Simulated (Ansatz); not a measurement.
# TiC (111): surface energy and levels

The task, for TiC: compute energy, relaxation and work function or band edges of the (111) face.

Program: Ansatz 0.2.0. Level of theory: DFT PBEsol, scalar-relativistic, plane waves, PAW. These are calculated values, not measurements.

1 further run of the same task is left out (set aside as unsound or not needed).

## (1) The system as given

It takes space group Fm-3m (No. 225, cubic). The conventional cell has a = 4.293 Å, b = 4.293 Å, c = 4.293 Å, α = 90.00°, β = 90.00°, γ = 90.00°. Ti (site symmetry m-3m) has 6 C at 2.15 Å as nearest neighbours. C (site symmetry m-3m) is surrounded by 6 Ti at 2.15 Å.

As a file:

```cif
data_structure
_symmetry_space_group_name_H-M 'P 1'
_symmetry_Int_Tables_number 1
_cell_length_a 3.0359
_cell_length_b 3.0359
_cell_length_c 3.0359
_cell_angle_alpha 60.000
_cell_angle_beta 60.000
_cell_angle_gamma 60.000
_cell_volume 19.78
loop_
_atom_site_label
_atom_site_type_symbol
_atom_site_fract_x
_atom_site_fract_y
_atom_site_fract_z
_atom_site_occupancy
Ti1 Ti 0.00000 0.00000 0.00000 1
C1 C 0.50000 0.50000 0.50000 1
```

It is the result of an earlier relaxation at this level (volume 9.89 Å³/atom; gap on the mesh: none (metal)).

The bulk reference comes from a run made before at the same settings: -1361.2101 eV/atom.

## (2) The (111) slab

Miller indices refer to the conventional cell of the relaxed bulk, Fm-3m (No. 225): a = 4.293 Å, b = 4.293 Å, c = 4.293 Å, α = 90.00°, β = 90.00°, γ = 90.00°.

The slab is a (111) slab, 9.9 Å thick as cut, with 15 Å of vacuum; its outer planes are Ti (top) and Ti (bottom).

The slab as cut. Its planes from the bottom up:

```csv
plane,atoms per cell,height over the lowest (Å)
1,Ti,0.00
2,C,1.24
3,Ti,2.48
4,C,3.72
5,Ti,4.96
6,C,6.20
7,Ti,7.44
8,C,8.68
9,Ti,9.92
```

## (3) The slab as cut, atoms at the bulk's places

A dipole layer in the vacuum cancels the field that periodic copies would set up if the slab's two faces differ.

Input file input.yaml:

```yaml
crystal:
  lattice:
    - [3.0358717026, 0.0, 0.0]
    - [-1.5179358513, 2.6291420171, 0.0]
    - [0.0, 0.0, 24.9151154613]
  atoms:
    - { symbol: Ti, position: [0.6666666667, 0.3333333333, 0.3010220848] }
    - { symbol: C, position: [0.0, 0.0, 0.3507665636] }
    - { symbol: Ti, position: [0.3333333333, 0.6666666667, 0.4005110424] }
    - { symbol: C, position: [0.6666666667, 0.3333333333, 0.4502555212] }
    - { symbol: Ti, position: [0.0, 0.0, 0.5] }
    - { symbol: C, position: [0.3333333333, 0.6666666667, 0.5497444788] }
    - { symbol: Ti, position: [0.6666666667, 0.3333333333, 0.5994889576] }
    - { symbol: C, position: [0.0, 0.0, 0.6492334364] }
    - { symbol: Ti, position: [0.3333333333, 0.6666666667, 0.6989779152] }
basis:
  ecutwfc: 420
kpoints:
  mp_grid: { grid: [12, 12, 1] }
hamiltonian:
  xc: pbesol
scf:
  occupations: { method: gaussian, width: 0.1 }
output:
  forces: true
  stress: true
  eigenvalues: true
efield:
  axis: 3
  dipole_correction: true
```

Output:

```text
Warning: RAYON_NUM_THREADS=1 ignored (pool sized by the plan → 1); use --threads N
Engine: ansatz 0.2.0, x86_64-unknown-linux-gnu
Pseudopotentials: kind: paw
Pseudopotential: Ti, paw, valence charge 12, recommended cutoff 420 eV (normal), Ti.paw.azcp
Pseudopotential: C, paw, valence charge 4, recommended cutoff 420 eV (normal), C.paw.azcp
Functional definition: PBEsol
  exchange = pbesol_x
  correlation = pbesol_c
Crystal: 9 atoms, lattice volume = 198.866 Å³
Basis set: ecut = 420 eV, 3863 PW (Γ), exchange–correlation on 48×48×360 points (8 copies of the dense FFT grid, shifted against one another)
Bands: 47, of which v1, the nominal top of the filled ones, is band 38 counted from 1 (37 counted from 0)
Symmetry: 6 space group operations
k-points: 19 of 144 (time reversal used)
Non-local potential: Ti, projectors of the file, l = 0: 3, l = 1: 2, l = 2: 3, l = 3: 1
Non-local potential: C, projectors of the file, l = 0: 2, l = 1: 2, l = 2: 1
PAW form: soft (Blöchl's): semilocal exchange-correlation on the pseudo side does not see the compensation charge
PAW frozen core: Ti, regenerated for the run's functional, and the local potential with it (the file was generated under x = pbe(κ = 0.804, μ = 0.2195149727645171), c = pbe(β = 0.06672455060314922))
PAW frozen core: C, regenerated for the run's functional, and the local potential with it (the file was generated under x = pbe(κ = 0.804, μ = 0.2195149727645171), c = pbe(β = 0.06672455060314922))
PAW one-centre angular grid: Ti, 590 points (default); XC on 64 Gauss nodes
PAW one-centre angular grid: C, 110 points (default); XC on 64 Gauss nodes
Initial density: superposition of atomic densities (neutral atoms: chi_scale 0, normalization atom), corrected by the library's trained network
Initial wavefunctions: pseudopotential atomic-orbital guess
Functional: x = pbesol(κ = 0.804, μ = 0.12345679012345678), c = pbesol(β = 0.046)
SCF iter   1: F=—  HF=-13361.451870 eV  |F-HF|=—  |Δ(HF+E_count)|=         —  Δρ=7.53e-3  dr2=3.09e-1  ethr=1.77e-3  p=0.000 e·Å  D=1.96e-13 V/Å  ΔV_dip=-0.00 eV  dr2_dipole=4.40e-5  V_vac-E_F(+/−)=4.57/4.57 eV  ⟨swp⟩=7.5  Hψ=4089  notcnv=0
efield: sawtooth ramp at fractional position 0.9500 (placed from the atoms, in the widest stretch of the axis that holds none; the zero of the levels goes with the place), width 0.1000; the density the first Hamiltonian is built on has a dipole p = 0.000 e·Å; the dipole correction subtracts the counter field D = 1.96e-13 V/Å, which shifts the + side's vacuum level by -0.00 eV against the − side's; the planar-averaged density in the ramp window peaks in size at 3.2e-5 e/Å³
preconditioner: auto → LDOS  [metal: Δε(μ)=0.062 eV  Ē_g=5.899 eV  σ=0.100 eV  W_gap=0.31  n_scr=18 (ndim 8)  ℏωp=15.8 eV  f_vac=0.447  D(μ)=5.47/eV (n_scr^D=16)  β→1.0]
SCF iter   2: F=—  HF=-13361.447406 eV  |F-HF|=—  |Δ(HF+E_count)|=   4.46e-3  Δρ=6.68e-3  dr2=1.47e-1  ethr=4.06e-4  p=0.000 e·Å  D=5.93e-5 V/Å  ΔV_dip=-0.00 eV  dr2_dipole=7.69e-5  V_vac-E_F(+/−)=4.60/4.60 eV  ⟨swp⟩=2.1  Hψ=1514  notcnv=0  defer=44
SCF iter   3: F=—  HF=-13361.432695 eV  |F-HF|=—  |Δ(HF+E_count)|=   1.47e-2  Δρ=3.32e-3  dr2=2.83e-2  ethr=1.93e-4  p=0.000 e·Å  D=1.33e-5 V/Å  ΔV_dip=-0.00 eV  dr2_dipole=6.53e-6  V_vac-E_F(+/−)=4.62/4.62 eV  ⟨swp⟩=2.1  Hψ=1315  notcnv=0  defer=44
SCF iter   4: F=—  HF=-13361.427949 eV  |F-HF|=—  |Δ(HF+E_count)|=   4.75e-3  Δρ=6.21e-4  dr2=8.76e-4  ethr=3.72e-5  p=0.000 e·Å  D=6.31e-6 V/Å  ΔV_dip=-0.00 eV  dr2_dipole=2.68e-6  V_vac-E_F(+/−)=4.64/4.64 eV  ⟨swp⟩=2.2  Hψ=1276  notcnv=0  defer=44
SCF iter   5: F=—  HF=-13361.428067 eV  |F-HF|=—  |Δ(HF+E_count)|=   1.19e-4  Δρ=3.97e-4  dr2=4.92e-4  ethr=1.15e-6  p=-0.000 e·Å  D=-2.95e-7 V/Å  ΔV_dip=0.00 eV  dr2_dipole=3.72e-8  V_vac-E_F(+/−)=4.66/4.66 eV  ⟨swp⟩=3.8  Hψ=1829  notcnv=0  defer=44
SCF iter   6: F=—  HF=-13361.428074 eV  |F-HF|=—  |Δ(HF+E_count)|=   6.85e-6  Δρ=1.30e-4  dr2=3.68e-5  ethr=6.47e-7  p=-0.000 e·Å  D=-2.20e-6 V/Å  ΔV_dip=0.00 eV  dr2_dipole=1.07e-7  V_vac-E_F(+/−)=4.67/4.67 eV  ⟨swp⟩=2.0  Hψ=1109  notcnv=0  defer=44
SCF iter   7: F=—  HF=-13361.428054 eV  |F-HF|=—  |Δ(HF+E_count)|=   1.98e-5  Δρ=4.05e-5  dr2=6.44e-6  ethr=4.85e-8  p=-0.000 e·Å  D=-9.59e-7 V/Å  ΔV_dip=0.00 eV  dr2_dipole=2.07e-8  V_vac-E_F(+/−)=4.67/4.67 eV  ⟨swp⟩=2.3  Hψ=1327  notcnv=0  defer=44
SCF iter   8: F=—  HF=-13361.428056 eV  |F-HF|=—  |Δ(HF+E_count)|=   1.83e-6  Δρ=1.28e-5  dr2=3.77e-7  ethr=8.48e-9  p=-0.000 e·Å  D=-2.66e-7 V/Å  ΔV_dip=0.00 eV  dr2_dipole=9.99e-10  V_vac-E_F(+/−)=4.67/4.67 eV  ⟨swp⟩=1.9  Hψ=989  notcnv=0  defer=44
SCF iter   9: F=-13361.428057 eV  HF=-13361.428057 eV  |F-HF|=1.77e-8  |Δ(HF+E_count)|=   5.10e-7  Δρ=3.49e-6  dr2=5.73e-8  ethr=1.32e-10  p=-0.000 e·Å  D=-8.79e-9 V/Å  ΔV_dip=0.00 eV  dr2_dipole=8.54e-12  V_vac-E_F(+/−)=4.67/4.67 eV  ⟨swp⟩=13.7  Hψ=4186  notcnv=0
WARN: efield: at this solve's end the planar-averaged density reaches 1.22e-5 e/Å³ inside the ramp window [0.9099, 0.0901] (bound 1e-5 e/Å³), and -2.88e-6 e/Å³ on another of its planes; the window's nearer edge stands 5.25 Å from this solve's nearest atom along the axis. Its work functions, free energy, forces, stress, dipole, levels and responses can be off, and this figure does not tell by how much. A short vacuum, a low `basis.ecutwfc` or `basis.ecutrho_ratio` and negative occupations (`scf.occupations.method`) can put density there. See the manual's quickstart, § The vacuum guard
SCF 1 converged in 9 iterations: F = -13361.428057 eV  dr2 = 5.73e-8
SCF converged after 9 iterations
Free energy (F): -13361.428057 eV
Harris-Foulkes:  -13361.428057 eV  (|F-HF|=1.77e-8)
Internal energy: -13361.399113 eV  (E = F + TS)
E sigma→0 (E₀):  -13361.413585 eV
Entropy (-TS):   -0.028943 eV (-3.216 meV/atom)
Fermi energy:    4.963716 eV
Dipole field:    D = -0.000004 V/Å  (p = -0.000004 e·Å, saw-weighted, corrected)
Work function:   Φ+ = 4.6737 eV   Φ− = 4.6736 eV
Levels:          The Fermi level and band energies are counted from a zero that moves with the ramp; work functions are not
Vacuum region:   at the solve's end the planar-averaged density reaches 1.22e-5 e/Å³ inside the ramp window [0.9099, 0.0901] (bound 1e-5 e/Å³), and -2.88e-6 e/Å³ on another of its planes
--- Per-component energies (eV) ---
  E_band       = -1325.314821
  E_kinetic    = 1718.844616
  E_local      = -80037.598254  (includes V_loc(G=0)·N_el)
  E_nonlocal   = 144.587918
  E_hartree    = 39286.247853
  E_xc         = -679.778392
  E_vxc        = -852.222532  (∫ρ·V_xc dr)
  E_paw        = -5488.242083  (= ΣΔE_a)
  E_vpaw       = -871.474731  (= ΣTr[D̂ρ^β])
  E_aug_tail   = 0.000683  (compensation charges beyond the density's cutoff)
  E_efield     = 0.000000  (sawtooth field / dipole correction)
  E_vefield    = 0.000000  (∫n·V_field dr)
  E_ewald      = 31693.757221
  E_core_change = 0.781324  (= ΣΔE_core)
  E_smearing   = -0.028943  (= −TS)
  E_closure    = 0.000000  (closes the sum)
  Σ components = -13361.428057   (vs F -13361.428057, Δ=0.00e0)
--- Forces (eV/Å), atoms counted from 1 ---
  atom   1  Ti     0.00000000    -0.00000000     1.90950234
  atom   2  C     -0.00000000     0.00000000    -2.13609155
  atom   3  Ti     0.00000000    -0.00000000     0.73237671
  atom   4  C     -0.00000000    -0.00000000    -0.24372148
  atom   5  Ti    -0.00000000    -0.00000000    -0.00000027
  atom   6  C      0.00000000     0.00000000     0.24372393
  atom   7  Ti    -0.00000000     0.00000000    -0.73237662
  atom   8  C      0.00000000    -0.00000000     2.13609082
  atom   9  Ti    -0.00000000     0.00000000    -1.90950114
  max |Σ_I F_I| component: 2.74e-6 eV/Å
--- Stress (GPa, compression-positive) ---
       -1.329899      -0.000000      -0.000000
       -0.000000      -1.329899      -0.000000
       -0.000000       0.000000      -4.894101
  P = ⅓ Tr σ = -2.5180 GPa (-25.180 kbar)
--- Band table (eV; the first three rows and the last of 19) ---
  k-point 0: bands = ["-51.8297", "-51.8297", "-51.2507", "-51.2322", "-51.1839", "-28.3733", "-28.3712", "-27.9408", "-27.9408", "-27.9408", "-27.9408", "-27.8560", "-27.6668", "-27.4669", "-27.4328", "-27.4328", "-27.4243", "-27.4243", "-27.3829", "-27.3829", "-7.3516", "-6.7563", "-5.7455", "-4.5534", "-0.8350", "0.2405", "1.9331", "2.1268", "2.1268", "2.6363", "2.6363", "3.5742", "3.5742", "3.6402", "4.5007", "4.7458", "4.8315", "4.8315", "5.3450", "5.6338", "5.6338", "6.1116", "6.1116", "6.5344", "6.5344", "6.6790", "6.6790"]
  k-point 1: bands = ["-51.8262", "-51.8262", "-51.2462", "-51.2284", "-51.1810", "-28.3678", "-28.3661", "-27.9682", "-27.9675", "-27.9468", "-27.9468", "-27.8458", "-27.6652", "-27.4817", "-27.4605", "-27.4417", "-27.4394", "-27.4306", "-27.4082", "-27.3868", "-7.2139", "-6.6425", "-5.6746", "-4.5530", "-0.6774", "0.2976", "1.7684", "2.1059", "2.1846", "2.6532", "2.6690", "3.0968", "3.5513", "3.7963", "4.2279", "4.5792", "4.6629", "4.7636", "5.3580", "5.4373", "5.7484", "5.8594", "6.0263", "6.2520", "6.6061", "6.6853", "6.7711"]
  k-point 2: bands = ["-51.8167", "-51.8167", "-51.2336", "-51.2182", "-51.1730", "-28.3531", "-28.3521", "-28.0398", "-28.0392", "-27.9630", "-27.9630", "-27.8207", "-27.6673", "-27.5490", "-27.5343", "-27.4729", "-27.4649", "-27.4516", "-27.4479", "-27.3984", "-6.8201", "-6.3221", "-5.4847", "-4.5629", "-0.2407", "0.4706", "1.4072", "1.9779", "2.3204", "2.3927", "2.6245", "2.7287", "3.2844", "3.4604", "3.7202", "4.3098", "4.4814", "4.6362", "4.9088", "5.3924", "5.7245", "6.0738", "6.0987", "6.1882", "6.6380", "6.6840", "6.9270"]
  k-point 18: bands = ["-51.7708", "-51.7708", "-51.1689", "-51.1689", "-51.1388", "-28.2827", "-28.2827", "-28.2187", "-28.2185", "-28.1983", "-28.1983", "-27.7741", "-27.7629", "-27.7629", "-27.7153", "-27.6778", "-27.6778", "-27.5423", "-27.5423", "-27.5082", "-4.5945", "-4.5943", "-4.4043", "-4.4043", "0.5837", "0.5837", "0.6525", "1.0010", "1.0010", "1.6810", "1.7084", "1.7084", "2.2139", "2.3563", "2.5689", "2.5689", "4.9004", "4.9004", "5.2390", "5.2552", "6.9202", "6.9202", "7.4389", "7.4389", "7.5900", "7.8239", "7.8239"]
```

Run time: 9.2 s. Hardware: 1 thread of an x86-64 CPU, shared host; peak memory 0.51 GiB.

This gives work function 4.67 eV.

Plane-averaged electrostatic potential energy of an electron across the slab, counted from the Fermi level:

(z (Å), V (eV)): (1.66, 4.67), (2.21, 4.67), (2.49, 4.67), (3.05, 4.67), (3.32, 4.67), (3.88, 4.65), (4.43, 4.60), (4.71, 4.54), (5.26, 4.23), (5.54, 3.87), (6.09, 2.23), (6.64, -2.48), (6.92, -7.06), (7.47, -11.82), (7.75, -10.77), (8.31, -7.02), (8.58, -8.54), (9.14, -7.14), (9.69, -10.32), (9.97, -11.46), (10.52, -7.89), (10.80, -6.88), (11.35, -8.54), (11.90, -7.79), (12.18, -10.32), (12.73, -10.32), (13.01, -7.79), (13.56, -8.54), (14.12, -6.88), (14.40, -7.89), (14.95, -11.46), (15.23, -10.32), (15.78, -7.14), (16.33, -8.54), (16.61, -7.02), (17.16, -10.77), (17.44, -11.82), (17.99, -7.06), (18.27, -2.48), (18.82, 2.23), (19.38, 3.87), (19.66, 4.23), (20.21, 4.54), (20.49, 4.60), (21.04, 4.65), (21.59, 4.67), (21.87, 4.67), (22.42, 4.67), (22.70, 4.67), (23.25, 4.67)

(Part 1 of 2 ends here.)
